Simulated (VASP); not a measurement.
# PbSe (Clausthalite) (Fm-3m) in VASP: a series of runs, part 2 of 2

VASP 6.6.1.

### 3 Single point, PBEsol

This run uses another cell than the first one, of 28.67 Å³/atom, 0.991 times its volume.

INCAR reads:

```
ALGO = Normal
EDIFF = 1E-6
ENCUT = 520
GGA = PS
ISIF = 2
ISMEAR = -1
LASPH = True
LCHARG = True
LELF = True
LREAL = False
LVHAR = True
LWAVE = False
NBANDS = 17
NELM = 80
PREC = Accurate
SIGMA = 0.05
```

KPOINTS reads:

```
k-points
0
Gamma
  6 6 6
```

POSCAR reads:

```
PbSe
1.0
    0.0000000000      3.0606500000      3.0606500000
    3.0606500000      0.0000000000      3.0606500000
    3.0606500000      3.0606500000      0.0000000000
Pb Se
1 1
Direct
    0.0000000000      0.0000000000      0.0000000000
    0.5000000000      0.5000000000      0.5000000000
```

Potentials or basis: VASP PAW PBE potentials, release 64 (Pb_d, Se).

Started as:

```console
$ cat potpaw_PBE.64/Pb_d/POTCAR potpaw_PBE.64/Se/POTCAR > POTCAR
$ mpirun -np 1 vasp_std > vasp.out
```

OUTCAR:

```text
EDIFF = 1E-6
   ENCUT = 520
   GGA = PS
   ISIF = 2
   ISMEAR = -1
   LASPH = True
   LREAL = False
   NELM = 80
   PREC = Accurate

 ion  position               nearest neighbor table
   1  0.000  0.000  0.000-   2 3.06   2 3.06   2 3.06   2 3.06   2 3.06   2 3.06
   2  0.500  0.500  0.500-   1 3.06   1 3.06   1 3.06   1 3.06   1 3.06   1 3.06

  LATTYP: Found a face centered cubic cell.
 ALAT       =     6.1213000000

  Lattice vectors:

 A1 = (   0.0000000000,   3.0606500000,   3.0606500000)
 A2 = (   3.0606500000,   0.0000000000,   3.0606500000)
 A3 = (   3.0606500000,   3.0606500000,   0.0000000000)

Analysis of symmetry for initial positions (statically):
=====================================================================
 Subroutine PRICEL returns:
 Original cell was already a primitive cell.

 Routine SETGRP: Setting up the symmetry group for a
 face centered cubic supercell.

 Subroutine GETGRP returns: Found 48 space group operations
 (whereof 48 operations were pure point group operations)
 out of a pool of 48 trial point group operations.

The static configuration has the point symmetry O_h .

Analysis of symmetry for dynamics (positions and initial velocities):
=====================================================================
 Subroutine PRICEL returns:
 Original cell was already a primitive cell.

 Routine SETGRP: Setting up the symmetry group for a
 face centered cubic supercell.

 Subroutine GETGRP returns: Found 48 space group operations
 (whereof 48 operations were pure point group operations)
 out of a pool of 48 trial point group operations.

The dynamic configuration has the point symmetry O_h .

 Subroutine INISYM returns: Found 48 space group operations
 (whereof 48 operations are pure point group operations),
 and found     1 'primitive' translations

----------------------------------------------------------------------------------------

                                     Primitive cell

  volume of cell :      57.3418

  direct lattice vectors                    reciprocal lattice vectors
     0.000000000  3.060650000  3.060650000    -0.163363991  0.163363991  0.163363991
     3.060650000  0.000000000  3.060650000     0.163363991 -0.163363991  0.163363991
     3.060650000  3.060650000  0.000000000     0.163363991  0.163363991 -0.163363991

  length of vectors
     4.328412740  4.328412740  4.328412740     0.282954733  0.282954733  0.282954733

  position of ions in fractional coordinates (direct lattice)
     0.000000000  0.000000000  0.000000000
     0.500000000  0.500000000  0.500000000

  ion indices of the primitive-cell ions
   primitive index   ion index
                 1           1
                 2           2

----------------------------------------------------------------------------------------

 KPOINTS: k-points

Automatic generation of k-mesh.
 Grid dimensions read from file:
 generate k-points for:    6    6    6

 Generating k-lattice:

  Cartesian coordinates                     Fractional coordinates (reciprocal lattice)
    -0.027227332  0.027227332  0.027227332     0.166666667  0.000000000  0.000000000
     0.027227332 -0.027227332  0.027227332     0.000000000  0.166666667  0.000000000
     0.027227332  0.027227332 -0.027227332     0.000000000  0.000000000  0.166666667

  Length of vectors
     0.047159122  0.047159122  0.047159122

  Shift w.r.t. Gamma in fractional coordinates (k-lattice)
     0.000000000  0.000000000  0.000000000

 Subroutine IBZKPT returns following result:
 ===========================================

 Found     16 irreducible k-points:

 Following reciprocal coordinates:
            Coordinates               Weight
  0.000000  0.000000  0.000000      1.000000
  0.166667  0.000000  0.000000      8.000000
  0.333333  0.000000  0.000000      8.000000
  0.500000  0.000000  0.000000      4.000000
  0.166667  0.166667  0.000000      6.000000
  0.333333  0.166667  0.000000     24.000000
[... 8 lines left out ...]
 -0.333333  0.333333  0.166667     24.000000
 -0.333333  0.500000  0.166667     12.000000
   k-points           NKPTS =     16   k-points in BZ     NKDIM =     16   number of bands    NBANDS=     17
   number of dos      NEDOS =    301   number of ions     NIONS =      2
   total plane-waves  NPLWV =  32768
   dimension x,y,z NGX =    32 NGY =   32 NGZ =   32
   dimension x,y,z NGXF=    64 NGYF=   64 NGZF=   64
   ions per type =               1   1
   NGX,Y,Z   is equivalent  to a cutoff of  12.29, 12.29, 12.29 a.u.
   NGXF,Y,Z  is equivalent  to a cutoff of  24.58, 24.58, 24.58 a.u.
 SYSTEM =  unknown system
   PREC   = accura    normal or accurate (medium, high low for compatibility)
   ISTART =      0    job   : 0-new  1-cont  2-samecut
   ICHARG =      2    charge: 1-file 2-atom 10-const
   ISPIN  =      1    spin polarized calculation?
   LNONCOLLINEAR =      F non collinear calculations
   LSORBIT =      F    spin-orbit coupling
   LASPH  =      T    aspherical Exc in radial PAW
   ENCUT  =  520.0 eV  38.22 Ry    6.18 a.u.   8.05  8.05  8.05*2*pi/ulx,y,z
   NELM   =     80;   NELMIN=  2; NELMDL= -5     # of ELM steps
   EDIFF  = 0.1E-05   stopping-criterion for ELM
   LREAL  =      F    real-space projection
   EDIFFG = 0.1E-04   stopping-criterion for IOM
   NSW    =      0    number of steps for IOM
   IBRION =     -1    ionic relax: 0-MD 1-quasi-New 2-CG
   NFREE  =      0    steps in history (QN), initial steepest desc. (CG)
   ISIF   =      2    stress and relaxation
   ISYM   =      2    0-nonsym 1-usesym 2-fastsym
   POTIM  = 0.5000    time-step for ionic-motion
   TEBEG  =    0.0;   TEEND  =   0.0 temperature during run
   PSTRESS=    0.0 pullay stress
   NELECT =      20.0000    total number of electrons
   NUPDOWN=      -1.0000    fix difference up-down
   EMIN   =  10.00;   EMAX   =-10.00  energy-range for DOS
   EFERMI =   0.00;   METHOD = LEGACY
   ISMEAR =    -1;   SIGMA  =   0.05  broadening in eV -4-tet -1-fermi 0-gaus
   EFERMI_NEDOS =   21; number of points for ismear=-14 and -15
   IALGO  =     38    algorithm
   IMIX   =      4    mixing-type and parameters
     AMIX     =   0.40;   BMIX     =  1.00
     AMIX_MAG =   1.60;   BMIX_MAG =  1.00
  volume/ion in A,a.u.               =      28.67       193.48
  Fermi-wavevector in a.u.,A,eV,Ry     =   1.152377  2.177676 18.068159  1.327972
  Thomas-Fermi vector in A             =   2.289028
   LORBIT       =      0    0 simple, 1 ext, 2 COOP (PROOUT), +10 PAW based schemes
   GGA     = PS    functional components
   LHFCALC =     F    Hartree Fock is set to
   AEXX    =    0.0000 exact exchange contribution
   IVDW    =     0    specifies the selected vdW correction
   LEPSILON=     F    determine dielectric tensor
   LRPA    =     F    only Hartree local field effects (RPA)
 non-spin polarized calculation
  energy-cutoff  :      520.00
  volume of cell :       57.34
 maximum number of plane-waves:      1572
   NGX = 17   NGY = 17   NGZ = 17

 number of electron      20.0000000 magnetization

 Free energy of the ion-electron system (eV)
  ---------------------------------------------------
  ext. energy  EPLUGINS =         0.00000000
  ---------------------------------------------------
  free energy    TOTEN  =        -8.92078442 eV

  energy without entropy =       -8.91947116  energy(sigma->0) =       -8.92012779

 E-fermi :   5.0084     XC(G=0):  -9.7209

 val. band max:        4.9057621719   @ k =   0.5000   0.0000   0.0000
 cond. band min:       5.1109390182   @ k =   0.5000   0.0000   0.0000
 fundamental gap:      0.2051768463
 Fermi energy:         5.0083519197

 k-point     1 :       0.0000    0.0000    0.0000
  band No.  band energies     occupation
      1     -11.8354      2.00000
      2     -11.8354      2.00000
      3     -11.8354      2.00000
      4     -11.8340      2.00000
      5     -11.8340      2.00000
      6      -8.7012      2.00000
[... 9 lines left out ...]
     16      11.3574      0.00000
     17      12.9109      0.00000
[... 281 lines left out ...]
 k-point    16 :      -0.3333    0.5000    0.1667
  band No.  band energies     occupation
      1     -11.9397      2.00000
      2     -11.8388      2.00000
      3     -11.8282      2.00000
      4     -11.8065      2.00000
      5     -11.7896      2.00000
      6      -7.2273      2.00000
[... 9 lines left out ...]
     16      16.5363      0.00000
     17      17.5874      0.00000

------------------------ aborting loop because EDIFF is reached ----------------------------------------

  FORCE on cell =-STRESS in cart. coord.  units (eV):
  Direction    XX          YY          ZZ          XY          YZ          ZX
  --------------------------------------------------------------------------------------
  -------------------------------------------------------------------------------------
  Total       -0.2088180     -0.2088180     -0.2088180      0.0000000      0.0000000     -0.0000000
  in kB       -5.8345515     -5.8345515     -5.8345515      0.0000000      0.0000000     -0.0000000
  external PRESSURE =      -5.8345515 kB  Pullay stress =       0.0000000 kB

 VOLUME and BASIS-vectors are now :
 -----------------------------------------------------------------------------
  energy-cutoff  :      520.00
  volume of cell :       57.34
      direct lattice vectors                 reciprocal lattice vectors
     0.000000000  3.060650000  3.060650000    -0.163363991  0.163363991  0.163363991
     3.060650000  0.000000000  3.060650000     0.163363991 -0.163363991  0.163363991
     3.060650000  3.060650000  0.000000000     0.163363991  0.163363991 -0.163363991

 POSITION                                       TOTAL-FORCE (eV/Angst)
 -----------------------------------------------------------------------------------
      0.00000      0.00000      0.00000         0.000000     -0.000000     -0.000000
      3.06065      3.06065      3.06065        -0.000000      0.000000      0.000000
 -----------------------------------------------------------------------------------
    total drift:                                0.000000     -0.000000     -0.000000

  FREE ENERGIE OF THE ION-ELECTRON SYSTEM (eV)
  ---------------------------------------------------
  free  energy   TOTEN  =        -8.9207844193 eV

  energy  without entropy=       -8.9194711634  energy(sigma->0) =       -8.92012779
```

Run time: 17 s. Hardware: 1 thread of AMD EPYC 7R43 (Zen 3), shared host; peak memory 0.14 GiB.

Results:

```
Free energy            : -8.9208 eV
Pressure               : -0.6 GPa
Band gap on the k mesh : 0.21 eV, direct
```

Levels at points of the mesh, in eV from the valence-band top:
| k point | band 7 | band 8 | band 9 | band 10 | band 11 | band 12 | band 13 | band 14 |
| --- | --- | --- | --- | --- | --- | --- | --- | --- |
| (0.00, 0.00, 0.00) | -6.33 | -1.87 | -1.87 | -1.87 | 4.68 | 4.68 | 4.68 | 6.45 |
| (0.50, 0.00, 0.00) | -8.83 | -1.46 | -1.46 | 0.00 | 0.21 | 1.66 | 1.66 | 8.41 |
| (0.50, 0.50, 0.00) | -7.40 | -5.02 | -3.25 | -3.25 | 3.58 | 5.59 | 5.59 | 6.01 |

Caveat: the PAW data sets were made with another functional, which shifts forces and pressure a little; spin-orbit coupling is left out, which moves the levels of the heavy elements.

### 4 Single point, PBE

This run uses another cell than the first one, of 28.67 Å³/atom, 0.991 times its volume.

INCAR reads:

```
SYSTEM = PbSe
PREC = Accurate
ENCUT = 520
EDIFF = 1E-7
ISMEAR = -1
SIGMA = 0.02
LREAL = .False.
LASPH = .True.
NELM = 80
ALGO = Normal
ISIF = 2
LWAVE = .False.
LCHARG = .True.
GGA = PE
LELF = .True.
LVHAR = .True.
NBANDS = 17
```

KPOINTS reads:

```
regular mesh
0
Gamma
  5 5 5
  0 0 0
```

POSCAR is that of step 3.

Started as:

```console
$ cat potpaw_PBE.64/Pb_d/POTCAR potpaw_PBE.64/Se/POTCAR > POTCAR
$ mpirun -np 1 vasp_std > vasp.out
```

Run time: 11 s. Hardware: 1 thread of Intel Xeon Platinum 8259CL at 2.50GHz (Skylake/Cascade Lake), shared host; peak memory 0.17 GiB.

Results (log left out):

```
Free energy : -8.1899 eV
Pressure    : 2.2 GPa
```

Levels at points of the mesh, in eV from the Fermi level:
```tsv
k point	band 7	band 8	band 9	band 10	band 11	band 12	band 13	band 14
(0.00, 0.00, 0.00)	-6.37	-1.94	-1.94	-1.94	4.65	4.65	4.65	6.45
```

Caveat: this odd mesh misses L, where the gap lies, so gap, dielectric constants and Born charges aren't listed; spin-orbit coupling is left out, which moves the levels of the heavy elements.

### 5 Single point, PBEsol+D3(BJ)

This run uses another cell than the first one, of 27.30 Å³/atom, 0.943 times its volume.

INCAR reads:

```
SYSTEM = PbSe
PREC     = Accurate       ! precision mode
ENCUT    = 520            ! plane-wave cutoff, eV
EDIFF    = 1E-7           ! SCF threshold, eV
ISMEAR   = -1             ! smearing method
SIGMA    = 0.05           ! smearing width, eV
LREAL    = .FALSE.        ! projectors in reciprocal space
LASPH    = .TRUE.         ! aspherical terms in the spheres
NELM     = 100            ! most SCF steps
ALGO     = Normal         ! electronic algorithm
ISIF     = 2              ! what is computed and relaxed
LWAVE    = .FALSE.        ! write WAVECAR
LCHARG   = .FALSE.        ! write CHGCAR
GGA      = PS             ! functional
IVDW     = 12             ! dispersion correction
NBANDS   = 17             ! bands
```

KPOINTS reads:

```
regular mesh
0
G
  8 8 8
  0 0 0
```

POSCAR reads:

```
PbSe
1.0
    0.0000000000      3.0111401320      3.0111401320
    3.0111401320      0.0000000000      3.0111401320
    3.0111401320      3.0111401320      0.0000000000
Pb Se
1 1
Direct
    0.0000000000      0.0000000000      0.0000000000
    0.5000000000      0.5000000000      0.5000000000
```

Started as:

```console
$ cat potpaw_PBE.64/Pb_d/POTCAR potpaw_PBE.64/Se/POTCAR > POTCAR
$ mpirun -np 1 vasp_std > vasp.out
```

Run time: 21 s. Hardware: 1 thread of Intel Xeon Platinum 8259CL at 2.50GHz (Skylake/Cascade Lake), shared host; peak memory 0.19 GiB.

The run converged. Its results:

| Quantity | Value |
| --- | --- |
| Free energy | -9.6548 eV |
| Pressure | 0.0 GPa |
| Band gap on the k mesh | 0.03 eV, direct |
| Dispersion energy per atom | -0.376 eV |

Levels at points of the mesh, in eV from the valence-band top:
```
           k point  band 8  band 9  band 10  band 11  band 12  band 13
(0.00, 0.00, 0.00)   -2.15   -2.15    -2.15     4.74     4.74     4.74
(0.50, 0.00, 0.00)   -1.70   -1.70     0.00     0.03     1.49     1.49
(0.50, 0.50, 0.00)   -5.49   -3.61    -3.61     3.32     5.72     5.72
```

Caveat: the PAW data sets were made with another functional, which shifts forces and pressure a little; spin-orbit coupling is left out, which moves the levels of the heavy elements.

### 6 Summary

| level | cell | k mesh | smearing | gap on the mesh (eV) | pressure (GPa) |
| --- | --- | --- | --- | --- | --- |
| r2SCAN+D3(BJ) | a = 4.342 Å, angles 60.0°, 2 atoms | 8 × 8 × 8 | fermi-dirac 0.05 eV | 0.61 | 0.0 |
| PBEsol | a = 4.328 Å, angles 60.0°, 2 atoms | 6 × 6 × 6 | fermi-dirac 0.05 eV | 0.21 | -0.6 |
| PBE | a = 4.328 Å, angles 60.0°, 2 atoms | 5 × 5 × 5 | fermi-dirac 0.02 eV | - | 2.2 |
| PBEsol+D3(BJ) | a = 4.258 Å, angles 60.0°, 2 atoms | 8 × 8 × 8 | fermi-dirac 0.05 eV | 0.03 | 0.0 |

Alike in all rows: task single point; potentials or basis VASP PAW PBE potentials, release 64 (Pb_d, Se); no spin polarisation; cutoff (eV) 520.

Caveats: spin-orbit coupling is left out, which moves the levels of the heavy elements; the PAW data sets were made with another functional, which shifts forces and pressure a little (some runs).

Absolute energies hang on the potentials; compare differences alone.

### 7 Comparison with measurements

Step 2. Against the measured gap of PbSe, 0.28 eV (direct; 300 K; a printed reference work, monograph), the calculated 0.61 eV is off by +0.33 eV. 2 values of this kind are on record (0.15 to 0.28 eV); this one was drawn at random. Spin-orbit coupling on Pb, Se is left out. The value is that of r2SCAN+D3(BJ) on a finite k mesh, which can miss the band edges, without temperature or zero-point motion.

Step 3. Measured gap of PbSe: 0.15 eV (direct; 4.2 K; a printed reference work, monograph). This calculation gives 0.21 eV (+0.06 eV). 2 values of this kind are on record (0.15 to 0.28 eV); this one was drawn at random. Spin-orbit coupling on Pb, Se is left out. The value is that of PBEsol on a finite k mesh, which can miss the band edges, without temperature or zero-point motion.

Step 5. A measured gap of PbSe is 0.28 eV (direct; 300 K; a printed reference work, monograph); the calculated 0.03 eV misses it by -0.25 eV. 2 values of this kind are on record (0.15 to 0.28 eV); this one was drawn at random. Spin-orbit coupling on Pb, Se is left out. The value is that of PBEsol+D3(BJ) on a finite k mesh, which can miss the band edges, without temperature or zero-point motion. Semilocal functionals fall short of measured gaps as a rule.
